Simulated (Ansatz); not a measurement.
**Ti: eigenvalues along the path**

```
Ti
1.0
     2.95000   -0.01475   -0.01475
    -1.48777    2.56215   -0.00540
    -0.02343   -0.02343    4.68600
Ti
2
Direct
  0.33333 0.66667 0.25000
  0.66667 0.33333 0.75000
```

Atoms are numbered in the order listed.

The cell is COD entry 9008517, as deposited and not checked against the literature; nothing was relaxed. The listed cell was then made from it by scaling, straining or moving an atom.

The calculation used DFT, PBE, all-electron LAPW, scalar-relativistic in Ansatz 0.2.0.

Settings: a Γ-centred 13×13×7 k mesh, Fermi–Dirac smearing of 0.08 eV, basis error target 0.5 meV/atom, no spin polarisation.

Path points, in fractions of the reciprocal vectors: Γ (0.000, 0.000, 0.000), X (0.000, 0.000, 0.500), Y (-0.500, 0.500, 0.000), Z (0.000, -0.500, 0.000), R (-0.500, 0.000, 0.500), T (-0.500, 0.000, 0.000), U (0.000, -0.500, 0.500). Levels in eV from the Fermi level; bands 9 to 14, counted from the lowest band of the run. The gap is zero.

```
# k(1/Å) point b9 b10 b11 b12 b13 b14
0.000 Γ -6.14 -2.63 0.71 0.72 0.85 0.87
0.134 - -6.05 -2.68 0.56 0.68 0.79 0.84
0.268 - -5.81 -2.85 0.26 0.61 0.67 0.76
0.402 - -5.42 -3.19 0.03 0.50 0.57 0.69
0.536 - -4.90 -3.71 -0.02 0.28 0.58 0.69
0.670 X -4.31 -4.31 0.09 0.09 0.64 0.65
0.950 - -4.67 -3.48 -0.25 0.17 0.49 0.76
1.230 - -4.47 -2.41 -0.80 -0.05 0.37 0.83
1.509 - -3.80 -1.75 -1.24 -0.45 0.44 0.94
1.789 - -2.90 -1.88 -1.56 -0.69 0.66 0.76
2.069 Y -2.31 -2.10 -1.79 -0.66 0.54 0.61
2.313 - -2.90 -1.85 -1.65 -0.66 0.62 0.69
2.558 - -4.00 -1.64 -1.22 -0.55 0.68 0.88
2.803 - -5.10 -1.92 -0.55 -0.19 0.77 1.19
3.048 - -5.86 -2.42 0.24 0.34 1.03 1.06
3.293 Γ -6.14 -2.63 0.71 0.72 0.85 0.87
3.539 - -5.86 -2.42 0.24 0.38 0.98 1.10
3.785 - -5.09 -1.91 -0.55 -0.17 0.81 1.16
4.031 - -3.98 -1.64 -1.22 -0.53 0.71 0.84
4.277 - -2.88 -1.85 -1.65 -0.63 0.58 0.70
4.523 Z -2.30 -2.10 -1.79 -0.62 0.50 0.62
4.802 - -2.38 -1.88 -1.57 -0.81 0.41 0.70
5.080 - -2.26 -1.65 -1.27 -0.84 0.20 0.44
5.359 - -2.22 -1.74 -1.09 -0.60 0.10 0.29
5.638 - -2.46 -2.15 -0.91 -0.58 0.42 0.93
5.917 R -2.49 -2.47 -0.81 -0.76 1.26 1.40
6.196 - -2.71 -2.30 -0.95 -0.59 0.79 1.14
6.476 - -3.54 -2.01 -1.08 -0.34 0.36 0.85
6.755 - -4.81 -2.04 -0.79 -0.05 0.62 0.98
7.034 - -5.78 -2.45 0.11 0.43 0.87 0.99
7.314 Γ -6.14 -2.63 0.71 0.72 0.85 0.87
7.561 - -5.86 -2.42 0.24 0.41 0.93 1.14
7.808 - -5.08 -1.91 -0.55 -0.15 0.84 1.13
8.055 - -3.96 -1.63 -1.22 -0.51 0.74 0.80
8.302 - -2.87 -1.85 -1.65 -0.60 0.55 0.70
8.549 T -2.30 -2.10 -1.79 -0.59 0.47 0.63
8.829 - -2.38 -1.88 -1.57 -0.78 0.40 0.71
9.108 - -2.26 -1.64 -1.29 -0.82 0.20 0.45
9.388 - -2.22 -1.74 -1.08 -0.62 0.10 0.27
9.668 - -2.46 -2.16 -0.90 -0.59 0.40 0.90
9.947 U -2.49 -2.48 -0.81 -0.77 1.24 1.35
```
